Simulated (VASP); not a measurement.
# Si (P6_3/mmc) in VASP: further runs

The runs below take Si through single point, with PBE.

Everything below comes from runs of VASP 6.6.1. Logs are shortened: lines on timing, memory, paths and dates and some standing lists are left out, and cuts for length are marked.

## (1) Starting point

Symmetry: P6_3/mmc, No. 194, hexagonal system. The conventional cell has a = 3.831 Å, b = 3.831 Å, c = 6.333 Å, α = 90.00°, β = 90.00°, γ = 120.00°. Si (site symmetry 3m) is surrounded by 4 Si at 2.35 to 2.37 Å.

This isn't the form of Si at room conditions, which is diamond.

## (2) Single point, PBE

INCAR

```
PREC = Accurate
ENCUT = 520
EDIFF = 1E-4
ISMEAR = 0
SIGMA = 0.05
LREAL = F
LASPH = T
NELM = 100
ALGO = Normal
ISIF = 2
LWAVE = F
LCHARG = F
GGA = PE
NBANDS = 16
ADDGRID = F
```

KPOINTS

```
Automatic mesh
0
Gamma
  10 10 5
```

POSCAR

```
Si
1.0
    3.8313174605      0.0000000000      0.0000000000
   -1.9156587303      3.3180182508      0.0000000000
    0.0000000000      0.0000000000      6.3326220002
Si
4
Direct
    0.6666666667      0.3333333333      0.9369905000
    0.3333333333      0.6666666667      0.4369905000
    0.6666666667      0.3333333333      0.5630095000
    0.3333333333      0.6666666667      0.0630095000
```

Potentials or basis: VASP PAW PBE potentials, release 64 (Si).

The run is started by

```sh
> cat potpaw_PBE.64/Si/POTCAR > POTCAR
> mpirun -np 1 vasp_std > vasp.out
```

OUTCAR:

```text
PREC = Accurate
   ENCUT = 520
   EDIFF = 1E-4
   ISMEAR = 0
   LREAL = F
   LASPH = T
   NELM = 100
   ISIF = 2
   GGA = PE

 Found     42 irreducible k-points:

 Following reciprocal coordinates:
            Coordinates               Weight
  0.000000  0.000000  0.000000      1.000000
  0.100000 -0.000000  0.000000      6.000000
  0.200000 -0.000000  0.000000      6.000000
  0.300000  0.000000  0.000000      6.000000
  0.400000  0.000000  0.000000      6.000000
  0.500000  0.000000  0.000000      3.000000
   k-points           NKPTS =     42   k-points in BZ     NKDIM =     42   number of bands    NBANDS=     16
   number of dos      NEDOS =    301   number of ions     NIONS =      4
   total plane-waves  NPLWV =  37632
   dimension x,y,z NGX =    28 NGY =   28 NGZ =   48
   dimension x,y,z NGXF=    56 NGYF=   56 NGZF=   96
   ions per type =               4
   NGX,Y,Z   is equivalent  to a cutoff of  12.15, 12.15, 12.60 a.u.
   NGXF,Y,Z  is equivalent  to a cutoff of  24.30, 24.30, 25.20 a.u.
 SYSTEM =  unknown system
   PREC   = accura    normal or accurate (medium, high low for compatibility)
   ISTART =      0    job   : 0-new  1-cont  2-samecut
   ICHARG =      2    charge: 1-file 2-atom 10-const
   ISPIN  =      1    spin polarized calculation?
   LNONCOLLINEAR =      F non collinear calculations
   LSORBIT =      F    spin-orbit coupling
   LASPH  =      T    aspherical Exc in radial PAW
   ENCUT  =  520.0 eV  38.22 Ry    6.18 a.u.   7.12  7.12 11.77*2*pi/ulx,y,z
   NELM   =    100;   NELMIN=  2; NELMDL= -5     # of ELM steps
   EDIFF  = 0.1E-03   stopping-criterion for ELM
   LREAL  =      F    real-space projection
   EDIFFG = 0.1E-02   stopping-criterion for IOM
   NSW    =      0    number of steps for IOM
   IBRION =     -1    ionic relax: 0-MD 1-quasi-New 2-CG
   NFREE  =      0    steps in history (QN), initial steepest desc. (CG)
   ISIF   =      2    stress and relaxation
   ISYM   =      2    0-nonsym 1-usesym 2-fastsym
   POTIM  = 0.5000    time-step for ionic-motion
   TEBEG  =    0.0;   TEEND  =   0.0 temperature during run
   PSTRESS=    0.0 pullay stress
   NELECT =      16.0000    total number of electrons
   NUPDOWN=      -1.0000    fix difference up-down
   EMIN   =  10.00;   EMAX   =-10.00  energy-range for DOS
   EFERMI =   0.00;   METHOD = LEGACY
   ISMEAR =     0;   SIGMA  =   0.05  broadening in eV -4-tet -1-fermi 0-gaus
   EFERMI_NEDOS =   21; number of points for ismear=-14 and -15
   IALGO  =     38    algorithm
   IMIX   =      4    mixing-type and parameters
     AMIX     =   0.40;   BMIX     =  1.00
     AMIX_MAG =   1.60;   BMIX_MAG =  1.00
  volume/ion in A,a.u.               =      20.13       135.81
  Fermi-wavevector in a.u.,A,eV,Ry     =   0.955384  1.805414 12.418837  0.912759
  Thomas-Fermi vector in A             =   2.084217
   LORBIT       =      0    0 simple, 1 ext, 2 COOP (PROOUT), +10 PAW based schemes
   GGA     = PE    functional components
   LHFCALC =     F    Hartree Fock is set to
   AEXX    =    0.0000 exact exchange contribution
   IVDW    =     0    specifies the selected vdW correction
   LEPSILON=     F    determine dielectric tensor
   LRPA    =     F    only Hartree local field effects (RPA)
 non-spin polarized calculation
 Gauss-broadening in eV      SIGMA  =   0.05
  energy-cutoff  :      520.00
  volume of cell :       80.50
 maximum number of plane-waves:      2200
   NGX = 15   NGY = 15   NGZ = 23

 number of electron      15.9999999 magnetization

 Free energy of the ion-electron system (eV)
  ---------------------------------------------------
  ext. energy  EPLUGINS =         0.00000000
  ---------------------------------------------------
  free energy    TOTEN  =       -21.64921404 eV

  energy without entropy =      -21.64921404  energy(sigma->0) =      -21.64921404

 E-fermi :   6.2415     XC(G=0):  -9.3845

 val. band max:        6.0278483883   @ k =   0.0000   0.0000   0.0000
 cond. band min:       6.4464908682   @ k =   0.5000   0.0000   0.0000
 fundamental gap:      0.4186424799
 Fermi energy:         6.2414550350

 k-point     1 :       0.0000    0.0000    0.0000
  band No.  band energies     occupation
      1      -6.1630      2.00000
      2      -3.8792      2.00000
      3      -1.1853      2.00000
      4       4.5107      2.00000
      5       4.5107      2.00000
      6       5.6755      2.00000
[... 8 lines left out ...]
     15      10.1991      0.00000
     16      11.9530      0.00000

 k-point     2 :       0.1000   -0.0000    0.0000
  band No.  band energies     occupation
      1      -6.0466      2.00000
      2      -3.7603      2.00000
      3      -1.1244      2.00000
      4       3.5949      2.00000
      5       4.2755      2.00000
      6       5.1829      2.00000
[... 8 lines left out ...]
     15      10.6415      0.00000
     16      11.2823      0.00000

 k-point     3 :       0.2000   -0.0000    0.0000
  band No.  band energies     occupation
      1      -5.7021      2.00000
      2      -3.4075      2.00000
      3      -1.0049      2.00000
      4       2.1873      2.00000
      5       3.6534      2.00000
      6       3.8020      2.00000
[... 8 lines left out ...]
     15      11.7575      0.00000
     16      11.7630      0.00000

 k-point     4 :       0.3000    0.0000    0.0000
  band No.  band energies     occupation
      1      -5.1479      2.00000
      2      -2.8362      2.00000
      3      -1.1371      2.00000
      4       1.2378      2.00000
      5       2.1139      2.00000
      6       3.3645      2.00000
[... 8 lines left out ...]
     15      12.6454      0.00000
     16      12.7928      0.00000

 k-point     5 :       0.4000    0.0000    0.0000
  band No.  band energies     occupation
      1      -4.4499      2.00000
      2      -2.1054      2.00000
      3      -1.8517      2.00000
      4       0.7724      2.00000
      5       1.1792      2.00000
      6       3.0763      2.00000
[... 8 lines left out ...]
     15      12.7055      0.00000
     16      13.8282      0.00000

 k-point     6 :       0.5000    0.0000    0.0000
  band No.  band energies     occupation
      1      -3.9798      2.00000
      2      -2.4063      2.00000
      3      -1.5969      2.00000
      4       0.0566      2.00000
      5       1.3698      2.00000
      6       2.9770      2.00000
[... 8 lines left out ...]
     15      12.4933      0.00000
     16      14.1785      0.00000

 [... further k-points ...]

------------------------ aborting loop because EDIFF is reached ----------------------------------------

  FORCE on cell =-STRESS in cart. coord.  units (eV):
  Direction    XX          YY          ZZ          XY          YZ          ZX
  --------------------------------------------------------------------------------------
  -------------------------------------------------------------------------------------
  Total        0.6742201      0.6742201      0.7027013     -0.0000000      0.0000000      0.0000000
  in kB       13.4184328     13.4184328     13.9852705     -0.0000000      0.0000000      0.0000000
  external PRESSURE =      13.6073787 kB  Pullay stress =       0.0000000 kB

 VOLUME and BASIS-vectors are now :
 -----------------------------------------------------------------------------
  energy-cutoff  :      520.00
  volume of cell :       80.50
      direct lattice vectors                 reciprocal lattice vectors
     3.831317461  0.000000000  0.000000000     0.261006823  0.150692360  0.000000000
    -1.915658730  3.318018251  0.000000000     0.000000000  0.301384720  0.000000000
     0.000000000  0.000000000  6.332622000     0.000000000  0.000000000  0.157912473

 POSITION                                       TOTAL-FORCE (eV/Angst)
 -----------------------------------------------------------------------------------
      1.91566      1.10601      5.93361         0.000000     -0.000000      0.005190
     -0.00000      2.21201      2.76730        -0.000000      0.000000      0.005190
      1.91566      1.10601      3.56533         0.000000     -0.000000     -0.005190
     -0.00000      2.21201      0.39902        -0.000000      0.000000     -0.005190
 -----------------------------------------------------------------------------------
    total drift:                                0.000000     -0.000000      0.000000

  FREE ENERGIE OF THE ION-ELECTRON SYSTEM (eV)
  ---------------------------------------------------
  free  energy   TOTEN  =       -21.6492140447 eV

  energy  without entropy=      -21.6492140447  energy(sigma->0) =      -21.64921404
```

stdout:

```text
POSCAR found type information on POSCAR Si
 POSCAR found :  1 types and       4 ions
 scaLAPACK will be used
 LDA part: xc-table for (Slater+PW92), standard interpolation
 POSCAR, INCAR and KPOINTS ok, starting setup
 FFT: planning ... GRIDC
 FFT: planning ... GRID_SOFT
 FFT: planning ... GRID
 WAVECAR not read
 entering main loop
```

It took 28 s on 1 thread of AMD EPYC 7R13 (Zen 3), shared host; peak memory 0.16 GiB.

These settings aren't checked as converged: the numbers below hold their error.

What came out:

| Property | Result |
| --- | --- |
| Free energy | -21.6492 eV |
| Pressure | 1.4 GPa |
| Largest force | 0.005 eV/Å |
| Band gap on the k mesh | 0.42 eV, indirect (least direct gap 1.03 eV) |

Caveat: an odd mesh through Γ misses points on the zone boundary, where band edges often lie.

(Continued in part 2 of 2.)
